# Where the states near the Fermi level sit in a bare SiC slab

Silicon carbide is a semiconductor, yet this bare slab of it comes out metallic, with states right at the Fermi level. They belong mostly to the surfaces, not to the crystal between them. About 70 % of the states in the window lie on the two outermost atomic planes, one at each face. From either face the share falls by about a factor of three per plane, with a decay length of about 1.6 Å, a little less than one bond length.

Bare 20-atom SiC (101) slab, its nine lowest atoms held at bulk positions, computed with Ansatz 0.2.0 (PBE, plane-wave PAW, no spin polarization; cutoff 420 eV, 20 × 11 × 1 k mesh, Gaussian smearing 0.1 eV). Shares are for states from 0 to 0.25 eV above the Fermi level, each counted in full; heights are relative to the topmost atom.

| row | plane share | plane formula | plane height (Å) |
| --- | --- | --- | --- |
| 1 | 0.483 | C | -11.215 |
| 2 | 0.152 | Si2C2 | -9.509 |
| 3 | 0.045 | Si2C2 | -7.153 |
| 4 | 0.023 | Si2C2 | -4.776 |
| 5 | 0.067 | Si2C2 | -2.411 |
| 6 | 0.229 | Si2C | -0.317 |

The plane share is the fraction of the window's states found on one atomic plane, and the plane formula lists the atoms in that plane. The plane height is measured from the topmost atom, so the planes run from the underside (1) to the top (6). The window begins at the Fermi level and is only 2.5 times as wide as the smearing. The smearing therefore leaves its lowest states partly filled, although each state is counted in full.

## Three explanations

The tempting explanation is chemical. The plane with the largest share, 0.483, is the only one made of carbon alone, and it holds a single atom. It looks as if these states simply prefer carbon.

A second explanation starts from the fact that the slab comes out metallic. In an ordinary metal the states at the Fermi level run through the whole crystal. The interior planes should then carry their full part.

The third explanation looks at the cuts. Inside the crystal every atom has four neighbours, but the carbon atom on the underside has only two. One silicon atom of plane 2 and all three atoms of the top plane have three each. On this view the states belong to the broken bonds and fade inward from both faces.

## Carbon and the metallic interior put to the test

Planes 2 to 5 settle the chemical explanation, because they all have the same formula, Si2C2. If composition set the share, the four would be equal. Instead plane 2 holds 6.6 times as much as plane 4. What differs between these planes is their place in the slab, and with it the bonding: plane 2 has one broken bond, while planes 3 to 5 have none. Even among those three, plane 5 holds 2.9 times as much as plane 4.

The carbon plane itself gives a second test. In the next window up, from 0.25 to 0.5 eV, the same calculation finds less than 1 % of the states on it. A general preference for carbon would not vanish within a fraction of an electronvolt. Carbon may still help to set the energy of the underside states, but it does not explain how the weight is distributed over the planes.

The metallic interior fails on planes 3 to 5. An even spread over the atoms would put 60 % of the states there, and the table has 13.5 %. The slab can hold states inside when the energy allows it: between −2 and −1 eV these three planes carry 55 %. Metallic here means that the faces have states at the Fermi level, not that the inside conducts.

## Why the states fade inward

A bond between two atoms pushes one level down, towards the valence band, and one up, towards the conduction band. An orbital that has lost its partner is not split in this way and tends to stay in between, in the energy gap of the bulk. That is the standard picture of a dangling bond, and the coordination at both faces fits it.

In the gap the perfect crystal has no travelling wave. A state at the surface can enter only as a decaying one, with a density proportional to exp(−z/L), where z is the depth and L the decay length. For an electron of free mass whose energy lies inside the gap, at a distance E from the band edge, L = ħ/(2√(2mE)). With E = 1 eV this gives about 1 Å, which is the right order of magnitude and no more, since a real crystal has its own band structure.

Two limits make the formula useful. Deep in the gap, L is short and the state stays on the outer planes. As the energy approaches a band edge, E goes to zero, L grows without bound and the state turns into one that runs through the crystal.

## Two tails added together

With two faces, the simplest model adds two such tails:

share = A exp(−d₁/L) + B exp(−d₂/L)

Here d₁ is the distance from the lowest plane and d₂ the distance from the highest. A and B are the strengths of the two faces. The model starts the lower tail at plane 1 and ignores that plane 2 has a broken bond of its own. A fit to all six planes gives A = 0.48, B = 0.23 and L = 1.55 Å.

Plane 4, which was part of the fit, shows how the sum works:

- Distance from the underside: 11.215 − 4.776 = 6.44 Å. Its tail gives 0.48 × exp(−6.44/1.55) ≈ 0.008.
- Distance from the top: 4.776 − 0.317 = 4.46 Å. Its tail gives 0.23 × exp(−4.46/1.55) ≈ 0.013.
- Sum: 0.021, against 0.023 in the table, so the model is about 10 % low relative to the table.

The smallest share is thus the place where two weak tails meet. The underside starts about twice as strong, so its tail reaches beyond the middle of the slab before the upper one overtakes it. Plane 4, a little above the middle, is also the plane nearest to it, so in this model the minimum would fall there even if both faces were equally strong.

The typical miss of the fit is 0.005 in the share, against 0.18 for a model that gives each carbon and each silicon atom a fixed amount. The comparison is not quite even, because the first model has three constants and the second two. When each plane is left out in turn and predicted from the others, the typical miss of the two-tail model rises to 0.03, more than the whole share of plane 4. Six planes show that the picture is consistent, but they do not establish the exponential form. The printed output after this text gives both models plane by plane.

## Seeing one face at a time

Stronger evidence comes from neighbouring energies, where the two faces separate without any model. From 0.25 to 0.5 eV the top plane alone holds 68 % of the states, and the share drops steeply below it. From 0.5 to 1 eV the picture is reversed: the underside carbon holds 56 % and the top plane almost nothing. The window of the table lies where states of both faces overlap in energy, and its U shape is their sum.

These windows also show that a single exponential is too simple. Taken from planes 1 and 3, the decay length at the underside is 1.7 Å in the table's window and 2.5 Å between 0.5 and 1 eV. It is tempting to say that the higher states lie closer to the conduction band and so reach deeper. But farther in they fall fast: from plane 3 to plane 5 the share drops by a factor of about 30, which gives only 1.4 Å. From 1 to 1.5 eV, higher still, both lengths are shorter, not longer.

What clearly changes is the division between the outer planes. Plane 2 holds about a third as much as plane 1 in the table's window, and over half as much from 0.5 to 1 eV. The underside carbon has two broken bonds and a silicon atom of plane 2 has one, so a different mix of these orbitals is the likelier cause, though shares by plane cannot prove it.

The same reasoning serves for a similar slab. First ask whether the energy lies in the bulk gap, then which faces have broken bonds with states at that energy. Start at each such face and let the share fall once the atoms with broken bonds are passed, steeply deep in the gap and more slowly near a band edge. Then add the tails. If only one face takes part, the U becomes a one-sided slope, as the window from 0.25 to 0.5 eV nearly shows.

## What carries over to a real surface

The two faces do not deserve equal trust. The underside is an artificial cut, with its atoms held at bulk positions and its broken bonds left uncapped, whereas the top was allowed to relax. The large share of plane 1 therefore describes the slab and not a surface that a process would make. For a real surface the upper planes are the ones to read, and only in comparison with one another, because every share is a fraction of a total that includes the underside.

In a SiC transistor, states in the gap near the gate dielectric can trap charge and shift the switching voltage. The upper half of the slab, rows 4 to 6 of the table, has such states mostly within the outermost few ångströms, although the crystal beneath is perfect. Broken bonds at a surface are thus enough to make them. How many states remain under a real oxide depends on the bonds formed there, and this bare surface does not contain them.

Capping the underside could change the filling of the top, because both faces share one Fermi level and electrons can pass between them. It should not clear the Fermi level of states, though. Three hydrogen atoms, one for each broken bond on the underside, would raise the count from 80 to 83 electrons per cell. Without spin each band takes two electrons, so an odd count leaves at least one band partly filled, most likely one that belongs to the top face. The calculation leaves out spin and any surface pattern larger than its small cell, and either could split a partly filled band and move states out of the window. The energies are Kohn-Sham levels of PBE, which makes band gaps too small. The location of the states near the faces is therefore better founded than their exact energy.

Numerical output:

```
fit of plane_share on 6 rows: coefficient of exp(-dlow/s) 0.4804 +/- 0.0072, coefficient of exp(-dtop/s) 0.2302 +/- 0.0073, s 1.554; rms 0.00535, worst 2 0.0089, leave-one-out rms 0.0316
fit of plane_share on 6 rows: coefficient of nC 0.1984 +/- 0.16, coefficient of nSi -0.127 +/- 0.15; rms 0.179, worst 6 -0.285, leave-one-out rms 0.381
Shares by plane:
  row  per atom  two-face model  composition model  -2 to -1 eV  0.25 to 0.5 eV  0.5 to 1 eV
    1     0.483          0.4806             0.1984        0.068          0.0094       0.5626
    2     0.038          0.1609             0.1429       0.0886          0.0058        0.303
    3   0.01125         0.03803             0.1429       0.1605          0.0116       0.1119
    4   0.00575         0.02069             0.1429       0.1873          0.0611        0.016
    5   0.01675          0.0615             0.1429       0.1981          0.2323       0.0035
    6   0.07633          0.2306           -0.05556       0.2975          0.6798       0.0031
Share on the two outermost planes together: 0.712
Share on planes 3 to 5: 0.135
Share on planes 3 to 5 if spread evenly over atoms: 0.6
Share on planes 3 to 5 in the window -2 to -1 eV: 0.5459
Plane 2 over plane 4, same formula (ratio): 6.609
Plane 1 over plane 6 (ratio): 2.109
Decay length from underside, planes 1 to 3 (angstrom): 1.712
Decay length from top, planes 6 to 5 (angstrom): 1.704
Same from underside in the window 0.5 to 1 eV (angstrom): 2.515
Same from top in the window 0.25 to 0.5 eV (angstrom): 1.95
Order of magnitude of decay length, free electron 1 eV inside the gap (angstrom): 0.976
States per cell on planes 1 to 3: 1.032
States per cell on planes 4 to 6: 0.4843
```
